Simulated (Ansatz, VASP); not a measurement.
**Al2Pt in VASP and in Ansatz**

```xyz
3
Lattice="0.0000 2.9939 2.9939 2.9939 0.0000 2.9939 2.9939 2.9939 0.0000" Properties=species:S:1:pos:R:3 pbc="T T T"
Al    1.4969    1.4969    1.4969
Al    4.4908    4.4908    4.4908
Pt    0.0000    0.0000    0.0000
```

Change from the starting cell: volume scaled by 1.04, crystal datasets.

Alike in both runs: task electric field gradients; functional LDA; k mesh 12 × 12 × 12; occupations fermi-dirac, width 0.08 eV; no spin polarisation.

|  | VASP | Ansatz |
| --- | --- | --- |
| version | VASP 6.6.1 | Ansatz 0.2.0 |
| potentials or method | VASP PAW LDA potentials, release 64 (Al, Pt), cutoff 520 eV | all-electron PAW with datasets made for the crystal, scalar-relativistic |

VASP gave:

| Property | Result |
| --- | --- |
| pressure (GPa) | -8.2 |
| Vzz of the field gradient on the site that differs most (V/Å²) | 0.0 |

Task: Estimate Ansatz's values.

Result: Pressure (GPa): -8.5; Vzz of the field gradient on the site that differs most (V/Å²): 0.0.

Ansatz ran all-electron here, so the differences hold the error of VASP's frozen core and of both bases. Ansatz warned: «gradients_without_spin_orbit».

Spin-orbit coupling is left out, which matters for the levels of Pt.
